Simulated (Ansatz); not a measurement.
Ta₂N: a run of Ansatz with trial settings.

```yaml
crystal:
  lattice:
    - [3.112861506, 0.0, 0.0]
    - [-1.556430753, 2.6958171426, 0.0]
    - [0.0, 0.0, 4.869841]
  atoms:
    - { symbol: Ta, position: [0.6666666667, 0.3333333333, 0.745289] }
    - { symbol: Ta, position: [0.3333333333, 0.6666666667, 0.254711] }
    - { symbol: "N", position: [0.0, 0.0, 0.0] }
basis:
  ecutwfc: 420
kpoints:
  mp_grid: { grid: [3, 3, 1] }
  band_path: { path: [[0, 0, 0], [0.5, 0, 0], [0.5, 0.5, 0.5]], npoints: 8 }
hamiltonian:
  xc: pbe
scf:
  occupations: { method: gaussian, width: 0.1 }
output:
  forces: true
  stress: true
  eigenvalues: true
```

Command:

```bash
ansatz run input.yaml --threads 1 --pin off --max-ram 1331MiB --backend cpu --events-out ev --progress --plain --runs-dir out
```

From the log (HF is the Harris–Foulkes energy, dr2 the density residual in eV):

```text
Pseudopotential: Ta, paw, valence charge 13, recommended cutoff 420 eV (normal)
Pseudopotential: N, paw, valence charge 5, recommended cutoff 420 eV (normal)
Crystal: 3 atoms, lattice volume = 40.866 Å³
Basis set: ecut = 420 eV, 797 PW (Γ), exchange–correlation on 48×48×72 points (8 copies of the dense FFT grid, shifted against one another)
Bands: 20, of which v1, the nominal top of the filled ones, is band 16 counted from 1 (15 counted from 0)
Symmetry: 12 space group operations
Space group: P-3m1 (ITA 164), of the structure as read, at distance tolerance 3.4e-5 Å
k-points: 3 of 9
Initial density: superposition of atomic densities, corrected by the library's trained network
SCF iter   1: HF=-20250.925604 eV  Δρ=1.51e-2  dr2=1.17e-1
SCF iter   2: HF=-20250.899024 eV  Δρ=6.43e-3  dr2=1.22e-2
SCF iter   3: HF=-20250.896948 eV  Δρ=2.63e-3  dr2=2.36e-3
SCF iter   4: HF=-20250.896615 eV  Δρ=6.59e-4  dr2=1.23e-4
SCF iter   5: HF=-20250.896612 eV  Δρ=1.32e-4  dr2=2.75e-6
SCF iter   6: HF=-20250.896618 eV  Δρ=1.76e-5  dr2=4.79e-8
SCF iter   7: F=-20250.896618 eV  HF=-20250.896618 eV  Δρ=1.82e-6  dr2=4.46e-10
SCF 1 converged in 7 iterations: F = -20250.896618 eV  dr2 = 4.46e-10
SCF converged after 7 iterations
Free energy (F): -20250.896618 eV
E sigma→0 (E₀):  -20250.889390 eV
Entropy (-TS):   -0.014456 eV (-4.819 meV/atom)
Fermi energy:    20.245341 eV
--- Forces (eV/Å), atoms counted from 1 ---
  atom   1  Ta     0.00000000    -0.00000000     0.98549808
  atom   2  Ta     0.00000000     0.00000000    -0.98549808
  atom   3  N      0.00000000     0.00000000     0.00000000
--- Stress (GPa, compression-positive) ---
       12.540120       0.000000       0.000000
        0.000000      12.540120      -0.000000
        0.000000      -0.000000     -24.600901
  P = ⅓ Tr σ = 0.1598 GPa (1.598 kbar)
```

Settings here are deliberately varied, not converged.